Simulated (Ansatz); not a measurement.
Take RuO2 in the rutile structure (space group P4_2/mnm, No. 136; a = 4.5234 Å, c = 3.1190 Å) as the base.

(Cell as relaxed with PBE.)

Levels (all Ansatz, a first-principles code, PAW): PBE (420 eV, without spin-orbit coupling); r2SCAN (500 eV, no spin-orbit coupling).

Each level relaxes its own structure.

| base | PBE | r2SCAN |
|---|---|---|
| volume per atom | 10.64 Å³ | 10.39 Å³ |
| lattice parameter a | 4.523 Å | 4.480 Å |
| band gap | zero | zero |

One thing is altered: a hydrostatic pressure of 3 GPa.

```csv
quantity,PBE,r2SCAN
volume per atom,10.51 Å³,…
c/a ratio,0.691,…
```

Task: What does r2SCAN give?

Result: 
- volume per atom, r2SCAN: 10.28 Å³
- c/a ratio, r2SCAN: 0.695

PBE's volume per atom lies 0.23 Å³ above r2SCAN's (2.2 %); PBE's c/a ratio lies 0.004 below r2SCAN's. Neither level is exact; r2SCAN is the comparison here, not a measurement.

Load acts through the strain it causes; cell and atoms are relaxed under it. No phonon test of stability was made. Seeded moments were not kept for the base. No Hubbard U is applied, and correlation can decide whether such a compound is a metal. All final runs are without spin polarisation.
